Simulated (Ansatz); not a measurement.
The system is Bi.

```
Bi
1.0
     3.48860   -3.13258    0.00000
     3.48860    3.13258    0.00000
    -1.26023    0.00000    3.11355
Bi
2
Direct
  0.75306 0.75306 0.85738
  0.24694 0.24694 0.14262
```

This isn't the form of Bi at room conditions, which is rhombohedral.

| Property | Result |
| --- | --- |
| Program | Ansatz 0.2.0 |
| Task | relaxation of cell and atoms |
| Functional | HF |
| Potentials or basis | Ansatz PAW |
| Cutoff | 420 eV (not typed: the program's choice for these potentials) |
| k mesh | 3 × 3 × 5 |
| Occupations | fermi-dirac, width 0.05 eV |
| Spin | no spin polarisation |

At the start: volume 34.03 Å³/atom.

Task: Where does the relaxation end?

Result: It ends after 8 steps and the volume is 37.12 Å³/atom (+9.1 %); space group C2/m (No. 12, to 0.05 Å).

Step by step:
```tsv
step	energy change (eV)	largest force (eV/Å)	volume (Å³)
1	0.0000	1.1724	68.05
2	-0.1740	1.1437	68.90
3	-0.2857	0.3536	73.37
4	-0.3007	0.0715	73.79
5	-0.3028	0.0436	73.95
6	-0.3034	0.0042	74.21
7	-0.3034	0.0006	74.24
8	-0.3047	0.0004	74.24
```

Final structure:
```
Bi
1.0
     3.55226   -3.15974    0.03440
     3.55226    3.15974    0.03440
    -1.25253    0.00000    3.29521
Bi
2
Cartesian
  4.4139 0.0000 3.0495
  1.4380 0.0000 0.3145
```

Caveat: the k mesh is coarse (spacing up to 0.47 Å⁻¹), so the values aren't converged, least of all with exact exchange; the plane-wave basis is chosen anew once the cell has moved, so the energies of steps on either side of that aren't comparable; the PAW data sets come from PBE, with cores solved anew for the run's functional, which leaves a small shift of forces and pressure.
